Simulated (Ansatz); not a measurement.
# Structural relaxation of random alloy of the monolayer 2H WS2-WSe2 line, x = 0.12 (75 atoms)

Aim: bring random alloy of the monolayer 2H WS2-WSe2 line, x = 0.12 (75 atoms) to a nearby minimum of the energy and see what moves.

Method: Kohn-Sham DFT, PBE, PAW (set soft_2, large core), plane waves, in Ansatz 0.2.0.

### 1. Set-up

The cell holds 75 atoms: 25 W, 44 S and 6 Se. Its edges and angles: a = 15.988 Å, b = 15.987 Å, c = 18.500 Å, α = 90.0°, β = 90.0°, γ = 120.0°. It derives from WS2 (monolayer 2H WS2-WSe2) and WSe2, repeated 5×5×1. Monolayer 2H WS2-WSe2: 75 atoms, 6 of 50 S sites given to Se at random, cell and internal coordinates interpolated linearly between the end members (Vegard's rule); not relaxed, displaced by a Gaussian of 0.02 Å. Lattice constants are starting values near those of PBE. Vacuum lies along c.

Limits known from the start: The host structure and its lattice constant were typed by rule, without a check against the phase diagram. Only the Γ point is sampled in the main run, in a cell whose shortest periodic width is 14 Å. No spin–orbit coupling is included, so levels derived from the heavy atoms are approximate.

### 2. Single point at the start

The forces at the start show how far the geometry lies from a minimum of this functional.

Input file input.yaml:

```yaml
crystal:
  lattice:
    - [15.9875, 0.0, 0.0]
    - [-7.99375, 13.84558, 0.0]
    - [0.0, 0.0, 18.5]
  atoms:
    - { symbol: W, position: [0.00159, 0.99912, 0.49943] }
    - { symbol: S, position: [0.13262, 0.06792, 0.58312] }
    - { symbol: S, position: [0.13497, 0.06557, 0.41474] }
    - { symbol: W, position: [0.00074, 0.20211, 0.49777] }
    - { symbol: S, position: [0.13265, 0.26611, 0.58683] }
    - { symbol: Se, position: [0.13183, 0.26642, 0.41344] }
    - { symbol: W, position: [0.00047, 0.40084, 0.49881] }
    - { symbol: S, position: [0.13542, 0.46797, 0.58615] }
    - { symbol: Se, position: [0.13397, 0.46568, 0.41426] }
    - { symbol: W, position: [0.99864, 0.59961, 0.50057] }
    - { symbol: S, position: [0.13218, 0.66609, 0.58487] }
    - { symbol: S, position: [0.13179, 0.6657, 0.41438] }
    - { symbol: W, position: [0.99877, 0.80034, 0.50179] }
    - { symbol: S, position: [0.13412, 0.86639, 0.58465] }
    - { symbol: S, position: [0.13362, 0.86911, 0.41445] }
    - { symbol: W, position: [0.19934, 0.00028, 0.50227] }
    - { symbol: S, position: [0.33393, 0.06756, 0.58593] }
    - { symbol: S, position: [0.33207, 0.06502, 0.41401] }
    - { symbol: W, position: [0.20016, 0.20085, 0.50091] }
    - { symbol: Se, position: [0.3347, 0.26708, 0.58657] }
    - { symbol: Se, position: [0.33329, 0.26848, 0.41495] }
    - { symbol: W, position: [0.19998, 0.40071, 0.49992] }
    - { symbol: S, position: [0.33585, 0.46886, 0.58797] }
    - { symbol: Se, position: [0.33054, 0.46458, 0.41385] }
    - { symbol: W, position: [0.20083, 0.60127, 0.50034] }
    - { symbol: S, position: [0.33058, 0.66622, 0.5865] }
    - { symbol: S, position: [0.33417, 0.66777, 0.41415] }
    - { symbol: W, position: [0.19988, 0.80027, 0.50044] }
    - { symbol: S, position: [0.33367, 0.86684, 0.58488] }
    - { symbol: Se, position: [0.33389, 0.86684, 0.41561] }
    - { symbol: W, position: [0.40163, 0.00027, 0.49959] }
    - { symbol: S, position: [0.53284, 0.06728, 0.58569] }
    - { symbol: S, position: [0.53293, 0.06673, 0.41372] }
    - { symbol: W, position: [0.40055, 0.19935, 0.50132] }
    - { symbol: S, position: [0.53427, 0.26752, 0.58442] }
    - { symbol: S, position: [0.53408, 0.26774, 0.41336] }
    - { symbol: W, position: [0.39969, 0.40005, 0.49852] }
    - { symbol: S, position: [0.53434, 0.46789, 0.58468] }
    - { symbol: S, position: [0.53282, 0.46477, 0.41435] }
    - { symbol: W, position: [0.39879, 0.60162, 0.50044] }
    - { symbol: S, position: [0.53274, 0.66555, 0.58699] }
    - { symbol: S, position: [0.53445, 0.66398, 0.41573] }
    - { symbol: W, position: [0.40228, 0.80049, 0.4987] }
    - { symbol: S, position: [0.53428, 0.86641, 0.58496] }
    - { symbol: S, position: [0.53219, 0.86746, 0.41525] }
    - { symbol: W, position: [0.5996, 0.00075, 0.49876] }
    - { symbol: S, position: [0.73437, 0.06673, 0.58541] }
    - { symbol: S, position: [0.73383, 0.06792, 0.4152] }
    - { symbol: W, position: [0.60076, 0.2002, 0.50008] }
    - { symbol: S, position: [0.73427, 0.267, 0.58635] }
    - { symbol: S, position: [0.73119, 0.26315, 0.41551] }
    - { symbol: W, position: [0.60305, 0.40064, 0.49989] }
    - { symbol: S, position: [0.73308, 0.46649, 0.58563] }
    - { symbol: S, position: [0.73156, 0.46592, 0.41331] }
    - { symbol: W, position: [0.6001, 0.59957, 0.50054] }
    - { symbol: S, position: [0.73383, 0.66809, 0.58584] }
    - { symbol: S, position: [0.7347, 0.66393, 0.41369] }
    - { symbol: W, position: [0.60295, 0.80365, 0.49973] }
    - { symbol: S, position: [0.73322, 0.86634, 0.58705] }
    - { symbol: S, position: [0.73347, 0.86765, 0.41405] }
    - { symbol: W, position: [0.79863, 0.00045, 0.50054] }
    - { symbol: S, position: [0.93487, 0.06651, 0.58494] }
    - { symbol: S, position: [0.93421, 0.06701, 0.4147] }
    - { symbol: W, position: [0.80075, 0.20168, 0.5004] }
    - { symbol: S, position: [0.93652, 0.26827, 0.58632] }
    - { symbol: S, position: [0.93173, 0.26754, 0.41485] }
    - { symbol: W, position: [0.80177, 0.40151, 0.49957] }
    - { symbol: S, position: [0.93396, 0.46585, 0.58772] }
    - { symbol: S, position: [0.9304, 0.46412, 0.41261] }
    - { symbol: W, position: [0.79808, 0.59838, 0.50211] }
    - { symbol: S, position: [0.93196, 0.66473, 0.58681] }
    - { symbol: S, position: [0.93171, 0.66488, 0.41534] }
    - { symbol: W, position: [0.80047, 0.79937, 0.50152] }
    - { symbol: S, position: [0.93466, 0.869, 0.58615] }
    - { symbol: S, position: [0.93536, 0.86682, 0.41307] }
kpoints:
  mp_grid: { grid: [1, 1, 1] }
hamiltonian:
  xc: pbe
  pseudopotentials: { kind: paw, core: large }
scf:
  occupations: { method: fermi_dirac, width: 0.025 }
output:
  forces: true
```

Launch:

```console
> ansatz run input.yaml --threads 5 --pin off --max-ram 76800MiB --backend cuda --events-out ev --progress --plain --runs-dir out
```

Numbers of over 12 decimals in the logs are rounded to 6 here.

What it wrote:

```text
Engine: ansatz 0.2.0, x86_64-unknown-linux-gnu
Pseudopotentials: kind: paw
Pseudopotential: W, paw, valence charge 14, recommended cutoff 420 eV (normal), W.paw.azcp
Pseudopotential: S, paw, valence charge 6, recommended cutoff 420 eV (normal), S.paw.azcp
Pseudopotential: Se, paw, valence charge 6, recommended cutoff 420 eV (normal), Se.paw.azcp#standard-large-core
[... 5 lines on functional and potentials left out ...]
device memory: the entry about to start is reckoned to put 6.8 GiB on a device that reports 71.5 GiB free
GPU FFT provider: cuFFT
GPU libraries: cuBLAS 13.8.2, cuFFT 12.4.0, cuSOLVER 12.3.4
Crystal: 75 atoms, lattice volume = 4095.090 Å³
Basis set: ecut = 420 eV, 80065 PW (Γ), exchange–correlation on 216×216×250 points (8 copies of the dense FFT grid, shifted against one another)
Bands: 400, of which v1, the nominal top of the filled ones, is band 325 counted from 1 (324 counted from 0)
Symmetry: 1 space group operations
Space group: P1 (ITA 1), of the structure as read, at distance tolerance 1.6e-4 Å
k-points: 1
[... 7 lines on functional and potentials left out ...]
Initial density: superposition of atomic densities (neutral atoms: chi_scale 0, normalization atom)
Initial wavefunctions: pseudopotential atomic-orbital guess
GPU buffer pool allocated for 1458000 grid points (all kernels)
GPU transforms: local potential and band sums: pruned to the plane-wave sphere, on 108×108×125
Functional: x = pbe(κ = 0.804, μ = 0.219515), c = pbe(β = 0.066725)
SCF iter   1: F=—  HF=-314847.984232 eV  |F-HF|=—  |Δ(HF+E_count)|=         —  Δρ=2.67e-2  dr2=3.32e1  ethr=3.10e-3  ⟨swp⟩=8.0  Hψ=1887  notcnv=0
preconditioner: auto → Resta (q_TF=auto, 2.008 Å⁻¹)  ε∞=3.1  [insulator: Δε(μ)=2.042 eV  Ē_g=8.543 eV  σ=0.025 eV  W_gap=1.00  n_scr=562 (ndim 8)  ℏωp=12.3 eV  f_vac=0.626  D(μ)=0.00/eV (n_scr^D=0)  ε∞_Penn≈3.1  vacuum switching on, ρ_ref=5.3e-3 e/Å³]
SCF iter   2: F=—  HF=-314839.733140 eV  |F-HF|=—  |Δ(HF+E_count)|=    8.25e0  Δρ=1.18e-2  dr2=1.01e1  ethr=3.10e-3  ⟨swp⟩=3.0  Hψ=710  notcnv=0  defer=57
SCF iter   3: F=—  HF=-314838.737622 eV  |F-HF|=—  |Δ(HF+E_count)|=   9.96e-1  Δρ=7.61e-3  dr2=3.91e0  ethr=1.56e-3  ⟨swp⟩=5.0  Hψ=579  notcnv=0  defer=35
automatic band count: iteration 3 solves 378 bands in place of 400: the levels show a gap, and the empty bands left out lie too high to hold charge; the band table lists the bands solved (type scf.n_extra_bands for more)
SCF iter   4: F=—  HF=-314838.255391 eV  |F-HF|=—  |Δ(HF+E_count)|=   4.82e-1  Δρ=2.79e-3  dr2=1.05e0  ethr=6.01e-4  ⟨swp⟩=4.0  Hψ=604  notcnv=0  defer=34
automatic band count: iteration 4 solves 377 bands in place of 378: the levels show a gap, and the empty bands left out lie too high to hold charge; the band table lists the bands solved (type scf.n_extra_bands for more)
SCF iter   5: F=—  HF=-314838.175525 eV  |F-HF|=—  |Δ(HF+E_count)|=   7.99e-2  Δρ=1.40e-3  dr2=1.70e-1  ethr=1.62e-4  ⟨swp⟩=5.0  Hψ=629  notcnv=0  defer=34
SCF iter   6: F=—  HF=-314838.161157 eV  |F-HF|=—  |Δ(HF+E_count)|=   1.44e-2  Δρ=5.10e-4  dr2=2.99e-2  ethr=2.62e-5  ⟨swp⟩=4.0  Hψ=605  notcnv=0  defer=34
SCF iter   7: F=—  HF=-314838.160476 eV  |F-HF|=—  |Δ(HF+E_count)|=   6.81e-4  Δρ=2.06e-4  dr2=4.76e-3  ethr=4.60e-6  ⟨swp⟩=2.0  Hψ=469  notcnv=0  defer=34
SCF iter   8: F=—  HF=-314838.162611 eV  |F-HF|=—  |Δ(HF+E_count)|=   2.13e-3  Δρ=1.10e-4  dr2=1.12e-3  ethr=7.33e-7  ⟨swp⟩=2.0  Hψ=518  notcnv=0  defer=34
SCF iter   9: F=—  HF=-314838.160892 eV  |F-HF|=—  |Δ(HF+E_count)|=   1.72e-3  Δρ=4.65e-5  dr2=3.53e-4  ethr=1.73e-7  ⟨swp⟩=3.0  Hψ=607  notcnv=0  defer=34
SCF iter  10: F=—  HF=-314838.160839 eV  |F-HF|=—  |Δ(HF+E_count)|=   5.29e-5  Δρ=2.23e-5  dr2=7.02e-5  ethr=5.43e-8  ⟨swp⟩=2.0  Hψ=499  notcnv=0  defer=34
SCF iter  11: F=—  HF=-314838.163353 eV  |F-HF|=—  |Δ(HF+E_count)|=   2.51e-3  Δρ=1.00e-5  dr2=8.13e-6  ethr=1.08e-8  ⟨swp⟩=2.0  Hψ=481  notcnv=0  defer=34
SCF iter  12: F=—  HF=-314838.163354 eV  |F-HF|=—  |Δ(HF+E_count)|=   5.00e-7  Δρ=5.90e-6  dr2=4.70e-6  ethr=1.25e-9  ⟨swp⟩=3.0  Hψ=520  notcnv=0  defer=34
SCF iter  13: F=—  HF=-314838.163354 eV  |F-HF|=—  |Δ(HF+E_count)|=   4.00e-8  Δρ=2.94e-6  dr2=8.39e-7  ethr=7.23e-10  ⟨swp⟩=3.0  Hψ=488  notcnv=0  defer=34
SCF iter  14: F=—  HF=-314838.163354 eV  |F-HF|=—  |Δ(HF+E_count)|=   8.36e-8  Δρ=1.23e-6  dr2=1.19e-7  ethr=1.29e-10  ⟨swp⟩=3.0  Hψ=637  notcnv=0  defer=34
SCF iter  15: F=-314838.163354 eV  HF=-314838.163354 eV  |F-HF|=2.93e-8  |Δ(HF+E_count)|=   3.25e-8  Δρ=7.14e-7  dr2=5.50e-8  ethr=1.54e-11  ⟨swp⟩=5.0  Hψ=1157  notcnv=0
SCF 1 converged in 15 iterations: F = -314838.163354 eV  dr2 = 5.50e-8
  greatest PAW one-centre occupation: 1.000 electrons in one spin orbital (limit 2), on the W atom at site 9 (counted from 0), in its partial waves of l = 0
SCF converged after 15 iterations
Free energy (F): -314838.163354 eV
Harris-Foulkes:  -314838.163354 eV  (|F-HF|=2.93e-8)
Internal energy: -314838.163354 eV  (E = F + TS)
E sigma→0 (E₀):  -314838.163354 eV
Fermi energy:    0.830653 eV
--- Per-component energies (eV) ---
  E_band       = -11914.312644
  E_kinetic    = 16595.522464
  E_local      = -347684.468113  (includes V_loc(G=0)·N_el)
  E_nonlocal   = 1587.310024
  E_hartree    = 165656.144181
  E_xc         = -12103.936564
  E_vxc        = -10326.746982  (∫ρ·V_xc dr)
  E_paw        = -253702.657735  (= ΣΔE_a)
  E_vpaw       = -3398.173827  (= ΣTr[D̂ρ^β])
  E_aug_tail   = -0.001464  (compensation charges beyond the density's cutoff)
  E_ewald      = 114813.923854
  E_smearing   = -0.000000  (= −TS)
  E_closure    = 0.000000  (closes the sum)
  Σ components = -314838.163354   (vs F -314838.163354, Δ=0.00e0)
--- Forces (eV/Å), atoms counted from 1 ---
  atom   1  W     -0.70107975     0.15584173    -0.31022065
  atom   2  S      0.11741912    -0.17181498     0.76245551
  atom   3  S     -0.14800932     0.22580597     0.23694727
  atom   4  W     -0.97161734    -1.11543672     2.22906735
  atom   5  S     -0.15127504     0.16425289    -0.61866803
  atom   6  Se     0.48492273     0.14368190    -2.75030015
  atom   7  W     -1.03268762    -0.43042329     1.76736792
  atom   8  S     -0.34928229    -0.04186408    -0.47884291
  atom   9  Se    -0.33707219     0.58789651    -2.88860561
  atom  10  W      0.22457756    -0.49482966    -0.20027822
  atom  11  S      0.01585984     0.08513829    -0.08379884
  atom  12  S     -0.04227708     0.17993703     0.39039191
  atom  13  W      0.45873308    -0.28429063    -0.73737721
  atom  14  S     -0.24167482     0.00720362     0.34009078
[...]
atom  74  S     -0.04987826    -0.25289844    -0.11428971
  atom  75  S     -0.31092351    -0.22541740     0.77248960
  max |Σ_I F_I| component: 7.80e-5 eV/Å
```

Elapsed: 4 s, on 1 × NVIDIA H100 80GB HBM3 with 5 threads of AMD EPYC 7R13 (Zen 3), shared host; peak memory 1.7 GiB; 5.4 s of CPU time.

In the SCF lines HF is the Harris–Foulkes energy and dr2 the Hartree energy of the density residual, in eV; the loop may stop once dr2 is under the threshold and the program's other checks hold. Hψ counts applications of the Hamiltonian.

That memory is the host's; the program planned up to 6.8 GiB on the GPU.

The program notes that potentials were chosen by core size.

Numbers from this run:

* free energy: -314838.1634 eV
* free energy per atom: -4197.8422 eV/atom
* SCF cycles: 15
* r.m.s. force component: 0.7646 eV/Å
* longest force: 3.677 eV/Å
* Fermi energy: 0.8307 eV

The r.m.s. force component of 0.76 eV/Å sets the starting point.

Length of the force by element:

| element | coordination | atoms | mean length of the force (eV/Å) | spread | least | most |
| --- | --- | --- | --- | --- | --- | --- |
| S | all | 44 | 0.536 | 0.243 | 0.0565 | 0.986 |
| Se | all | 6 | 2.92 | 0.22 | 2.59 | 3.25 |
| W | all | 25 | 1.38 | 0.825 | 0.361 | 3.68 |

### 3. Relaxation

The atoms are relaxed in the fixed cell, aiming at the force tolerance of the input.

input.yaml: that of step 2 with these lines changed.

```diff
@@ -16 +16,4 @@
   forces: true
+relax:
+  f_tol: 0.04
+  max_steps: 150
```

What it wrote:

```text
[...]
GPU FFT provider: cuFFT
GPU libraries: cuBLAS 13.8.2, cuFFT 12.4.0, cuSOLVER 12.3.4
Crystal: 75 atoms, lattice volume = 4095.090 Å³
Basis set: ecut = 420 eV, 80065 PW (Γ), exchange–correlation on 216×216×250 points (8 copies of the dense FFT grid, shifted against one another)
Bands: 400, of which v1, the nominal top of the filled ones, is band 325 counted from 1 (324 counted from 0)
Symmetry: 1 space group operations
[...]
k-points: 1
[...]
GPU buffer pool allocated for 1458000 grid points (all kernels)
[...]
SCF iter   1: F=—  HF=-314847.984282 eV  |F-HF|=—  |Δ(HF+E_count)|=         —  Δρ=2.67e-2  dr2=3.32e1  ethr=3.10e-3  ⟨swp⟩=8.0  Hψ=1887  notcnv=0
[...]
SCF iter  11: F=-314838.163350 eV  HF=-314838.163353 eV  |F-HF|=2.62e-6  |Δ(HF+E_count)|=   6.08e-6  Δρ=9.94e-6  dr2=7.16e-6  ethr=6.15e-9  ⟨swp⟩=5.0  Hψ=1129  notcnv=0
SCF 1 converged in 11 iterations: F = -314838.163350 eV  dr2 = 7.16e-6
[...]
relax step   1: F+E_penalty+E_count = -314838.16335042 eV  Δ(F+E_penalty+E_count) = +0.000e0 eV  max|allowed force component| = 3.632e0 eV/Å  Δτ_max = 0.0000 Å  (11 SCF iters, dr2 threshold 4.00e-5 eV, accepted)
[...]
relax step   2: F+E_penalty+E_count = -314840.06257201 eV  Δ(F+E_penalty+E_count) = -1.899e0 eV  max|allowed force component| = 1.044e0 eV/Å  Δτ_max = 0.1990 Å  (8 SCF iters, dr2 threshold 1.00e-4 eV, accepted)
[...]
relax step   3: F+E_penalty+E_count = -314840.33575746 eV  Δ(F+E_penalty+E_count) = -2.732e-1 eV  max|allowed force component| = 2.219e-1 eV/Å  Δτ_max = 0.0974 Å  (7 SCF iters, dr2 threshold 6.81e-5 eV, accepted)
[...]
relax step   4: F+E_penalty+E_count = -314840.34195546 eV  Δ(F+E_penalty+E_count) = -6.198e-3 eV  max|allowed force component| = 7.345e-3 eV/Å  Δτ_max = 0.0160 Å  (6 SCF iters, dr2 threshold 3.08e-6 eV, accepted)
[...]
relax step   5: F+E_penalty+E_count = -314840.34195659 eV  Δ(F+E_penalty+E_count) = -1.133e-6 eV  max|allowed force component| = 7.381e-3 eV/Å  Δτ_max = 0.0000 Å  (4 SCF iters, accepted)
SCF converged after 4 iterations
Free energy (F): -314840.341957 eV
[...]
Internal energy: -314840.341957 eV  (E = F + TS)
E sigma→0 (E₀):  -314840.341957 eV
Fermi energy:    0.862770 eV
[...]
--- Forces (eV/Å), atoms counted from 1 ---
  atom   1  W     -0.00066459     0.00013357    -0.00050022
  atom   2  S      0.00038394     0.00034001    -0.00035952
  atom   3  S     -0.00010891    -0.00155437    -0.00125998
  atom   4  W     -0.00027138    -0.00081757     0.00179081
  atom   5  S     -0.00156276     0.00087184    -0.00135881
  atom   6  Se    -0.00361519    -0.00208980    -0.00571759
  atom   7  W     -0.00189580    -0.00078866     0.00174932
  atom   8  S      0.00008929     0.00052655    -0.00047438
  atom   9  Se    -0.00149427     0.00000442    -0.00737680
  atom  10  W      0.00016237     0.00021795     0.00009655
  atom  11  S      0.00115830     0.00021584    -0.00026764
  atom  12  S     -0.00042004     0.00024540    -0.00088562
  atom  13  W      0.00076839    -0.00017993     0.00067126
  atom  14  S      0.00237295    -0.00038417     0.00183870
[...]
atom  74  S      0.00081529     0.00105026     0.00012311
  atom  75  S      0.00039581     0.00068799     0.00025769
  max |Σ_I F_I| component: 3.83e-6 eV/Å
--- Relaxed structure (5 steps of the walk, 5 accepted, 0 SCFs on fresh bases) ---
  F+E_penalty+E_count = -314840.34195659 eV   max|allowed force component| = 7.381e-3 eV/Å
  atoms:
    - { symbol: W, position: [-0.000784606, 0.999171, 0.501001] }
    - { symbol: S, position: [0.132658, 0.066112, 0.585288] }
    - { symbol: S, position: [0.131742, 0.063557, 0.415770] }
    - { symbol: W, position: [-0.00240466, 0.198814, 0.499268] }
[...]
- { symbol: S, position: [0.932597, 0.865800, 0.416744] }
```

Run time: 8.2 s. Hardware: 1 × NVIDIA H100 80GB HBM3 with 5 threads; peak memory 1.7 GiB.

That memory is the host's; the program planned up to 6.8 GiB on the GPU.

The steps of the relaxation:

| step | energy less that of the first step (eV) | largest force component (eV/Å) |
| --- | --- | --- |
| 1 | 0.0000 | 3.6319 |
| 2 | -1.8992 | 1.0436 |
| 3 | -2.1724 | 0.2219 |
| 4 | -2.1786 | 0.0073 |
| 5 | -2.1786 | 0.0074 |

The atoms that moved most (Å):

| atom | dx | dy | dz | length |
| --- | --- | --- | --- | --- |
| Se9 | -0.058 | 0.032 | -0.184 | 0.196 |
| Se24 | 0.060 | 0.064 | -0.174 | 0.195 |
| Se30 | -0.007 | 0.007 | -0.174 | 0.174 |
| Se6 | 0.003 | -0.038 | -0.166 | 0.170 |
| Se21 | 0.055 | -0.042 | -0.133 | 0.150 |
| S23 | -0.039 | -0.018 | -0.119 | 0.127 |
| Se20 | -0.027 | 0.001 | 0.111 | 0.114 |
| S5 | -0.010 | 0.019 | -0.099 | 0.101 |

The relaxation changed the energy by -29.0 meV/atom, and atoms moved by 0.067 Å r.m.s., 0.20 Å at most.

(Part 1 of 3 ends here.)

[Logs are printed without paths, hosts, clocks, repeated set-up lines and the standing remarks that a program may print on its own settings, such as how far it seeks lower states.]

[Hosts, paths, dates, database ids (printed as entryN), source tags and the programs' standing remarks are cut or masked in the printed files.]
